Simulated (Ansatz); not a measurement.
# Sc2CS2 MXene monolayer in a perpendicular field, part 2 of 4

What dipole does a perpendicular field induce in the Sc2CS2 MXene monolayer? A positive field points along +c.

Ansatz 0.2.0; plane-wave DFT, PBE-D3(BJ), Ansatz PAW (the session's first sound run).

So far. Step 2 (Relaxing the slab): The lattice constant a goes from 3.226 to 3.466 Å.

In doubt: Bader basins on short bonds can need a finer grid (steps 3, 7), which would bear on Bader charges.

## 3. Atoms held, field 0

A sawtooth potential applies the field, turning back in the middle of the vacuum. With the dipole correction the typed value is the field outside the slab. The induced dipole is small, so the SCF threshold is tight.

The cell differs from the one that the last finished run ended in (c 43.216 → 23.598 Å).

input.yaml reads:

```yaml
crystal:
  lattice:
    - [3.4659486428, 0.0, 0.0]
    - [-1.7329743214, 3.0015995728, 0.0]
    - [0.0, 0.0, 23.5984748336]
  atoms:
    - { symbol: S, position: [0.3333333333, 0.6666666667, 0.3813805792] }
    - { symbol: Sc, position: [0.6666666667, 0.3333333333, 0.4434944099] }
    - { symbol: C, position: [0.0, 0.0, 0.5] }
    - { symbol: Sc, position: [0.3333333333, 0.6666666667, 0.5565055901] }
    - { symbol: S, position: [0.6666666667, 0.3333333333, 0.6186194208] }
kpoints:
  mp_grid: { grid: [18, 18, 1] }
  band_path:
    path: [[0, 0, 0], [0.5, 0, 0], [0.33333333, 0.33333333, 0], [0, 0, 0]]
    npoints: 16
hamiltonian:
  xc: pbe
  dispersion: d3bj
scf:
  occupations: { method: fermi_dirac, width: 0.05 }
  convergence: { dr2_threshold: 1.0e-10 }
efield:
  axis: 3
  dipole_correction: true
  ramp_position: 0.97
  ramp_width: 0.06
  amplitude: 0
output:
  dos: { projected: true, e_range: [-6, 5] }
  bader: true
  write_potential: true
  write_density: true
  volumetric_format: npy
  elf: true
```

Command:

```console
ansatz run input.yaml --threads 4 --pin off --max-ram 6144MiB --backend cpu --events-out ev --progress --plain --runs-dir out
```

Numbers of over 12 decimals in the logs are rounded to 6 here.

Log:

```text
[...]
Crystal: 5 atoms, lattice volume = 245.504 Å³
Basis set: ecut = 420 eV, 4801 PW (Γ)
Bands: 24, of which v1, the nominal top of the filled ones, is band 19 counted from 1 (18 counted from 0)
Symmetry: 6 space group operations
k-points: 37 of 324 (time reversal used)
[...]
SCF iter   1: F=—  HF=-6331.790875 eV  |F-HF|=—  |Δ(HF+E_count)|=         —  Δρ=2.26e-3  dr2=5.74e-2  ethr=1.77e-3  p=0.000 e·Å  D=4.82e-14 V/Å  ΔV_dip=-0.00 eV  dr2_dipole=2.61e-7  V_vac-E_F(+/−)=7.30/7.30 eV  ⟨swp⟩=6.4  Hψ=4437  notcnv=0
efield: sawtooth ramp at fractional position 0.9700 (set: `efield.ramp_position`, or a place that a band, a saddle search or an elastic batch's reference lends), width 0.0600; the density the first Hamiltonian is built on has a dipole p = 0.000 e·Å; the dipole correction subtracts the counter field D = 4.82e-14 V/Å, which shifts the + side's vacuum level by -0.00 eV against the − side's; the planar-averaged density in the ramp window peaks in size at 7.9e-6 e/Å³
[...]
SCF iter   2: F=—  HF=-6331.785727 eV  |F-HF|=—  |Δ(HF+E_count)|=   5.15e-3  Δρ=1.24e-3  dr2=6.47e-3  ethr=1.51e-4  p=0.000 e·Å  D=1.33e-5 V/Å  ΔV_dip=-0.00 eV  dr2_dipole=1.85e-7  V_vac-E_F(+/−)=6.82/6.82 eV  ⟨swp⟩=2.0  Hψ=1659  notcnv=0
[...]
SCF iter  10: F=-6331.785099 eV  HF=-6331.785099 eV  |F-HF|=3.18e-11  |Δ(HF+E_count)|=  4.00e-11  Δρ=4.03e-8  dr2=2.60e-12  ethr=1.00e-12  p=0.000 e·Å  D=1.15e-8 V/Å  ΔV_dip=-0.00 eV  dr2_dipole=2.30e-15  V_vac-E_F(+/−)=6.83/6.83 eV  ⟨swp⟩=3.1  Hψ=2222  notcnv=0
SCF 1 converged in 10 iterations: F = -6331.785099 eV  dr2 = 2.60e-12
[...]
NSCF: frozen V_eff on 49 k-points
efield: sawtooth ramp at fractional position 0.9700 (kept from the solve that this one continues, or follows in the run), width 0.0600; the density the first Hamiltonian is built on has a dipole p = 0.000 e·Å; the dipole correction subtracts the counter field D = 1.15e-8 V/Å, which shifts the + side's vacuum level by -0.00 eV against the − side's; the planar-averaged density in the ramp window peaks in size at 1.8e-7 e/Å³
WARN: The output density's exchange-correlation potential varies sharply where the density is thin. Do not read a vacuum level from v_tot or v_xc, or from such a field of the output density. On a cell that repeats whose density bears no net charge and no dipole along the vacuum's axis use v_es (v_loc + v_h of the components); under efield.dipole_correction with no amplitude use v_es + v_field, which holds any externa [...]
SCF converged after 10 iterations
Free energy (F): -6331.785099 eV
[...]
Internal energy: -6331.755106 eV  (E = F + TS)
E sigma→0 (E₀):  -6331.770103 eV
Entropy (-TS):   -0.029993 eV (-5.999 meV/atom)
Fermi energy:    -1.796645 eV
Dipole field:    D = 0.000000 V/Å  (p = 0.000000 e·Å, saw-weighted, corrected)
Work function:   Φ+ = 6.8276 eV   Φ− = 6.8276 eV
Levels:          The Fermi level and band energies are counted from a zero that moves with the ramp; work functions are not
[...]
--- Band table (eV; the first three rows and the last of 37) ---
  k-point 0: bands = [... 15 lower, -1.9901, -1.9901, -1.1544, -0.4576, -0.4576, 1.2980, 1.2980, 1.6294, ... 1 higher]
  k-point 1: bands = [... 15 lower, -2.1973, -2.0016, -1.0637, -0.7040, -0.5633, 1.3032, 1.4007, 1.6825, ... 1 higher]
  k-point 2: bands = [... 15 lower, -2.6020, -2.0370, -1.2759, -0.9860, -0.8069, 1.1802, 1.6225, 1.8764, ... 1 higher]
  k-point 36: bands = [... 15 lower, -3.2422, -3.2422, -2.5842, -2.5842, -2.3842, 2.1973, 2.1973, 2.2375, ... 1 higher]
--- Bader charges: 5 sites ---
  site symbol  charge [e]  shift [e]
     0      S     -0.8673     0.0003
     1     Sc      1.6794     0.0005
     2      C     -1.6241     0.0005
     3     Sc      1.6794     0.0005
     4      S     -0.8673     0.0003
  estimated error of the sums over rays = 5.0e-4 e
```

The job ended after 31 s (4 threads of Intel Xeon Platinum 8259CL at 2.50GHz (Skylake/Cascade Lake), shared host; peak memory 0.89 GiB; 2 min of CPU time).

In the SCF lines HF is the Harris–Foulkes energy and dr2 the Hartree energy of the density residual, in eV; the loop may stop once dr2 is under the threshold and the program's other checks hold. Hψ counts applications of the Hamiltonian.

Numbers from this step:

- energy at zero smearing: -6331.7701 eV
- work function, upper face: 6.828 eV
- dipole along the normal: 9.46e-8 e·Å

Running mean over a fixed 2.5 Å (it still follows the layers) of the planar mean; the ramp of the sawtooth is left out. Table of electron's electrostatic potential energy less the Fermi level by z:

```
z (Å)  electron's electrostatic potential energy less the Fermi level (eV)
  3.0                                                                 6.83
  3.5                                                                 6.83
  4.0                                                                 6.83
  4.5                                                                 6.83
  5.0                                                                 6.83
  5.5                                                                 6.82
  6.0                                                                 6.81
  6.5                                                                 6.73
  7.0                                                                 6.31
  7.5                                                                 4.77
  8.0                                                                 2.46
  8.5                                                                0.192
  9.0                                                                -2.32
  9.5                                                                -5.16
 10.0                                                                -6.00
 10.5                                                                -5.87
 11.0                                                                -5.83
 11.5                                                                -5.44
 12.0                                                                -5.37
 12.5                                                                -5.78
 13.0                                                                -5.87
 13.5                                                                -5.97
 14.0                                                                -5.55
 14.5                                                                -2.93
 15.0                                                               -0.238
 15.5                                                                 1.99
 16.0                                                                 4.34
 16.5                                                                 6.12
 17.0                                                                 6.69
 17.5                                                                 6.80
 18.0                                                                 6.82
 18.5                                                                 6.83
 19.0                                                                 6.83
 19.5                                                                 6.83
 20.0                                                                 6.83
 20.5                                                                 6.83
```

The density of states has structure finer than the step of the table below, so its rows give means over 0.25 eV, whole bins alone (the curve runs from -6 to 1.99 eV). Peaks (eV: height): -2.690: 6.08, -2.200: 20.1, -1.290: 6.64, -1.040: 10.8, -0.900: 16.0, -0.680: 9.24, -0.460: 9.50.

The density of states by energy, zero at the Fermi level; means over each step:

```
energy (eV)  density of states (states/eV a cell)
      -3.75                                     0
      -3.50                                 0.681
      -3.25                                  1.26
      -3.00                                  2.36
      -2.75                                  4.99
      -2.50                                  3.12
      -2.25                                  7.98
      -2.00                                  2.86
      -1.75                                  3.02
      -1.50                                  4.39
      -1.25                                  4.40
      -1.00                                  8.63
      -0.75                                  7.06
      -0.50                                  7.33
      -0.25                                  4.60
       0.00                                  3.71
       0.25                                  2.29
       0.50                                  1.51
       0.75                                  1.62
       1.00                                 0.511
       1.25                                 0.223
       1.50                                     0
       1.75                                 0.101
```

Projected DOS per atom over height of the atomic layer and energy from the Fermi level. Layers: S Sc C Sc S from below.

Values in states/eV, 22 rows by 5 columns, each cell a mean:
```
0.03 0.16 0.01 0.16 0.03
0.01 0.00 0.01 0.00 0.01
0.11 0.02 0.16 0.02 0.11
0.37 0.09 0.51 0.09 0.37
0.41 0.15 0.68 0.15 0.41
0.82 0.28 1.52 0.28 0.82
1.48 0.63 1.67 0.63 1.48
1.81 0.92 1.84 0.92 1.81
1.81 0.90 1.20 0.90 1.81
1.58 0.41 0.41 0.41 1.58
0.92 0.30 0.34 0.30 0.92
1.64 0.61 1.57 0.61 1.64
1.15 0.43 0.48 0.43 1.15
1.08 0.41 0.41 0.41 1.08
0.32 0.18 0.23 0.18 0.32
0.06 0.04 0.05 0.04 0.06
0.00 0.00 0.00 0.00 0.00
0.00 0.00 0.00 0.00 0.00
0.00 0.00 0.00 0.00 0.00
0.00 0.00 0.00 0.00 0.00
0.00 0.00 0.00 0.00 0.00
0.00 0.00 0.00 0.00 0.00
```
Columns: height of the atomic layer (Å) from 9 to 14.6; rows upwards: energy from the Fermi level (eV) from -5.96 to 1.96.

The electronic bands at the labelled points (eV, zero at the Fermi level):

```
  point  band 16  band 17  band 18  band 19  band 20  band 21  band 22  band 23
      Γ    -0.19    -0.19     0.64     1.34     1.34     3.09     3.09     3.43
halfway    -0.90    -0.51    -0.42     0.39     0.43     2.39     3.96     4.08
      M    -1.03    -0.99    -0.64    -0.14     0.17     1.82     3.83     4.78
halfway    -1.31    -1.18    -0.74    -0.74    -0.32     2.73     4.28     4.54
      K    -1.45    -1.45    -0.79    -0.79    -0.59     3.99     3.99     4.03
halfway    -0.93    -0.70    -0.40    -0.30     0.24     3.18     3.20     4.41
      Γ    -0.19    -0.19     0.64     1.34     1.34     3.09     3.09     3.43
```

Valence density in the ca plane at fractional y = 0.333, with atoms of Sc and S within 0.2 Å of it. It is the smooth field of the valence electrons, not physical close to the nuclei.

Ten steps, logarithmic in the rise over the least value, from '0' (0.0 e/Å³) to '9' (7.2 e/Å³), each cell a mean:
```
00000000000000000012233454322222234554210000
00000000000000000011125788622112345555420000
00000000000000000001126999731112355445421000
00000000000000000001125899731112345555421000
00000000000000000011224676422212245555310000
00000000000000000112333333233222233443210000
00000000000000000123443222233333322221100000
00000000000000000123443222233333322211000000
00000000000000000123333222233322223332100000
```
Columns run along c (16.0 Å, from fractional 0.07 to 0.75 of the cell), rows up along a (3.5 Å). Atoms in or near the plane, at fractional coordinates: Sc at (0.44, 0.67), S at (0.62, 0.67).

ELF in the ca plane at fractional y = 0.333, with atoms of Sc and S within 0.2 Å of it. It is the smooth field of the valence electrons, not physical close to the nuclei.

Ten even steps from '0' (0.00) to '9' (0.91), each cell a mean:
```
00000000000000000245641243124310268999863100
00000000000000000011103777511212588779986310
00000000000000000000005614710113686118996310
00000000000000000000004746611112687338986310
00000000000000000123321576313211379999975200
00000000000000001357763111146410137888642000
00000000000000013578887312577511002332100000
00000000000000013678887422688521100111000000
00000000000000002478885201367410014665420000
```
Columns run along c (16.0 Å, from fractional 0.07 to 0.75 of the cell), rows up along a (3.5 Å). Atoms in or near the plane, at fractional coordinates: Sc at (0.44, 0.67), S at (0.62, 0.67).

Electrostatic potential energy in the ca plane at fractional y = 0.333, with atoms of Sc and S within 0.2 Å of it. With pseudopotentials it is smooth inside the atoms' cores, unlike the true potential.

Ten even steps from '0' (-39 eV) to '9' (5 eV), each cell a mean:
```
99999999999999999999987545788888887667999999
99999999999999999999985100478999873003799999
99999999999999999999973000168999860120699999
99999999999999999999974000268999861001799999
99999999999999999999986312588988885225899999
99999999999999999999888767888888888888999999
99999999999999999998888888888877678999999999
99999999999999999998788889988876678999999999
99999999999999999998888888888887788899999999
```
Columns run along c (16.0 Å, from fractional 0.07 to 0.75 of the cell; values clipped at the 3rd and 97th percentile), rows up along a (3.5 Å). Atoms in or near the plane, at fractional coordinates: Sc at (0.44, 0.67), S at (0.62, 0.67).

The work function of the upper face is 6.83 eV.

## 4. Atoms held, field 0.1 V/Å

Edit input.yaml of step 3 so:

```diff
@@ -27,6 +27,4 @@
   ramp_width: 0.06
-  amplitude: 0
+  amplitude: 0.1
 output:
-  dos: { projected: true, e_range: [-6, 5] }
-  bader: true
   write_potential: true
@@ -34,2 +32 @@
   volumetric_format: npy
-  elf: true
```

Log:

```text
[...]
Crystal: 5 atoms, lattice volume = 245.504 Å³
Basis set: ecut = 420 eV, 4801 PW (Γ)
Bands: 24, of which v1, the nominal top of the filled ones, is band 19 counted from 1 (18 counted from 0)
Symmetry: 6 space group operations
k-points: 37 of 324 (time reversal used)
[...]
k-point 0: bands = [... 15 lower, -1.9904, -1.9904, -1.1547, -0.4578, -0.4578, 1.2978, 1.2978, 1.6289, ... 1 higher]
  k-point 1: bands = [... 15 lower, -2.1975, -2.0019, -1.0640, -0.7043, -0.5636, 1.3029, 1.4004, 1.6821, ... 1 higher]
  k-point 2: bands = [... 15 lower, -2.6023, -2.0372, -1.2762, -0.9863, -0.8071, 1.1799, 1.6222, 1.8760, ... 1 higher]
  k-point 36: bands = [... 15 lower, -3.2433, -3.2418, -2.5903, -2.5786, -2.3844, 2.1963, 2.1977, 2.2372, ... 1 higher]
[key lines of the parts left out:]
SCF converged after 11 iterations
Free energy (F): -6331.787273 eV
Fermi energy:    -1.796895 eV
Dipole field:    D = 0.032048 V/Å  (p = 0.043481 e·Å, saw-weighted, corrected)
```

Run time: 9.6 s. Hardware: 4 threads; peak memory 0.84 GiB; 37 s of CPU time.

The dipole is 0.0435 e·Å.

## 5. Single point, field -0.1 V/Å

Edit input.yaml of step 4 so:

```diff
@@ -27,3 +27,3 @@
   ramp_width: 0.06
-  amplitude: 0.1
+  amplitude: -0.1
 output:
```

Log:

```text
[...]
Crystal: 5 atoms, lattice volume = 245.504 Å³
Basis set: ecut = 420 eV, 4801 PW (Γ)
Bands: 24, of which v1, the nominal top of the filled ones, is band 19 counted from 1 (18 counted from 0)
Symmetry: 6 space group operations
k-points: 37 of 324 (time reversal used)
[...]
k-point 0: bands = [... 15 lower, -1.9904, -1.9904, -1.1547, -0.4578, -0.4578, 1.2978, 1.2978, 1.6289, ... 1 higher]
  k-point 1: bands = [... 15 lower, -2.1975, -2.0019, -1.0640, -0.7043, -0.5636, 1.3029, 1.4004, 1.6821, ... 1 higher]
  k-point 2: bands = [... 15 lower, -2.6023, -2.0372, -1.2762, -0.9863, -0.8071, 1.1799, 1.6222, 1.8760, ... 1 higher]
  k-point 36: bands = [... 15 lower, -3.2433, -3.2418, -2.5903, -2.5786, -2.3844, 2.1963, 2.1977, 2.2372, ... 1 higher]
[key lines of the parts left out:]
SCF converged after 11 iterations
Free energy (F): -6331.787273 eV
Fermi energy:    -1.796896 eV
Dipole field:    D = -0.032048 V/Å  (p = -0.043481 e·Å, saw-weighted, corrected)
```

Run time: 9.5 s. Hardware: 4 threads; peak memory 0.84 GiB.

The dipole is -0.0435 e·Å.

## 6. Single point, field 0.5 V/Å

Edit input.yaml of step 5 so:

```diff
@@ -27,3 +27,3 @@
   ramp_width: 0.06
-  amplitude: -0.1
+  amplitude: 0.5
 output:
```

Log:

```text
[...]
Crystal: 5 atoms, lattice volume = 245.504 Å³
Basis set: ecut = 420 eV, 4801 PW (Γ)
Bands: 24, of which v1, the nominal top of the filled ones, is band 19 counted from 1 (18 counted from 0)
Symmetry: 6 space group operations
k-points: 37 of 324 (time reversal used)
[...]
k-point 0: bands = [... 15 lower, -1.9972, -1.9972, -1.1623, -0.4643, -0.4643, 1.2909, 1.2909, 1.6174, ... 1 higher]
  k-point 1: bands = [... 15 lower, -2.2043, -2.0087, -1.0716, -0.7107, -0.5701, 1.2958, 1.3935, 1.6707, ... 1 higher]
  k-point 2: bands = [... 15 lower, -2.6091, -2.0440, -1.2826, -0.9935, -0.8136, 1.1725, 1.6154, 1.8643, ... 1 higher]
  k-point 36: bands = [... 15 lower, -3.2537, -3.2460, -2.6194, -2.5609, -2.3908, 2.1866, 2.1935, 2.2300, ... 1 higher]
[key lines of the parts left out:]
SCF converged after 12 iterations
Free energy (F): -6331.839458 eV
Fermi energy:    -1.802897 eV
Dipole field:    D = 0.160293 V/Å  (p = 0.217476 e·Å, saw-weighted, corrected)
```

Wall time 10 s (4 threads); peak memory 0.85 GiB; 39 s of CPU time.

The dipole is 0.217 e·Å.

## 7. Atoms held, field -0.3 V/Å

Edit input.yaml of step 6 so:

```diff
@@ -27,4 +27,6 @@
   ramp_width: 0.06
-  amplitude: 0.5
+  amplitude: -0.3
 output:
+  dos: { projected: true, e_range: [-6, 5] }
+  bader: true
   write_potential: true
@@ -32 +34,2 @@
   volumetric_format: npy
+  elf: true
```

Log:

```text
[...]
Crystal: 5 atoms, lattice volume = 245.504 Å³
Basis set: ecut = 420 eV, 4801 PW (Γ)
Bands: 24, of which v1, the nominal top of the filled ones, is band 19 counted from 1 (18 counted from 0)
Symmetry: 6 space group operations
k-points: 37 of 324 (time reversal used)
[...]
k-point 36: bands = [... 15 lower, -3.2473, -3.2427, -2.6039, -2.5688, -2.3865, 2.1926, 2.1968, 2.2348, ... 1 higher]
--- Bader charges: 5 sites ---
  site symbol  charge [e]  shift [e]
     0      S     -0.8498     0.0003
     1     Sc      1.6780     0.0005
     2      C     -1.6242     0.0005
     3     Sc      1.6807     0.0005
     4      S     -0.8848     0.0003
  estimated error of the sums over rays = 5.1e-4 e
[key lines of the parts left out:]
SCF converged after 12 iterations
Free energy (F): -6331.804666 eV
Fermi energy:    -1.798891 eV
Dipole field:    D = -0.096154 V/Å  (p = -0.130457 e·Å, saw-weighted, corrected)
```

Wall time 32 s (4 threads); peak memory 0.85 GiB.

The dipole is -0.130 e·Å.

[end of part 2 of 4]

[Logs are printed without paths, hosts, clocks, repeated set-up lines and the standing remarks that a program may print on its own settings, such as how far it seeks lower states.]

[Hosts, paths, dates, database ids (printed as entryN), source tags and the programs' standing remarks are cut or masked in the printed files.]

[Maps of the electrostatic potential energy from Ansatz leave out the sawtooth potential of an applied field or a dipole correction, so their vacuum need not be flat; planar profiles and work functions include it.]

[The density of states shown here was stored with 400 of the rows of the run's finer table, so its peaks can read low, often by over a quarter, or be missed, and its means over a window can be off by a tenth or more.]
